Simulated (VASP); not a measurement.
Write the native input for VASP 6.6.1 that does the following.

- Task: relaxation of cell and atoms
- Functional: PBEsol
- Potentials or basis: VASP PAW PBE potentials, release 64 (Al, N)
- Cutoff: 600 eV
- k mesh: 12 × 12 × 6
- Occupations: gaussian, width 0.03 eV
- Spin: no spin polarisation
- Further INCAR settings: ALGO = Normal; EDIFF = 1e-06; IBRION = 2; EDIFFG = -0.01; NSW = 90; ISIF = 3

The structure of AlN lies in POSCAR:

```
AlN
1.0
    3.1130000000      0.0000000000      0.0000000000
   -1.5565000000      2.6959370820      0.0000000000
    0.0000000000      0.0000000000      4.9810000000
Al N
2 2
Direct
    0.3333333333      0.6666666667      0.0000000000
    0.6666666667      0.3333333333      0.5000000000
    0.3333333333      0.6666666667      0.3800000000
    0.6666666667      0.3333333333      0.8800000000
```

The input as run:

INCAR

```
PREC = Accurate
ENCUT = 600
EDIFF = 1E-6
ISMEAR = 0
SIGMA = 0.03
LREAL = F
LASPH = T
NELM = 80
ALGO = Normal
ISIF = 3
LWAVE = F
LCHARG = F
GGA = PS
IBRION = 2
NSW = 90
EDIFFG = -0.01
```

KPOINTS

```
regular mesh
0
Gamma
  12 12 6
```

Potentials or basis: VASP PAW PBE potentials, release 64 (Al, N).

Command:

```console
$ cat potpaw_PBE.64/Al/POTCAR potpaw_PBE.64/N/POTCAR > POTCAR
$ mpirun -np 1 vasp_std > vasp.out
```

It gave:

The relaxed volume is 10.45 Å³/atom and the relaxed cell is a = 3.113 Å, b = 3.113 Å, c = 4.981 Å, α = 90.00°, β = 90.00°, γ = 120.00°. The space group after relaxing (to 0.05 Å) is P6_3mc (No. 186). The energy gained by relaxing is 0.3 meV/atom, the ionic steps are 6 and the pressure after relaxing is 0.1 GPa. The band gap on the k mesh is 4.12 eV, direct.

Caveat: the PAW data sets were made with another functional, which shifts forces and pressure a little.

Wall time 86 s on 1 thread of AMD EPYC 9R45 (Zen 5), on a shared host, peak memory 0.17 GiB.
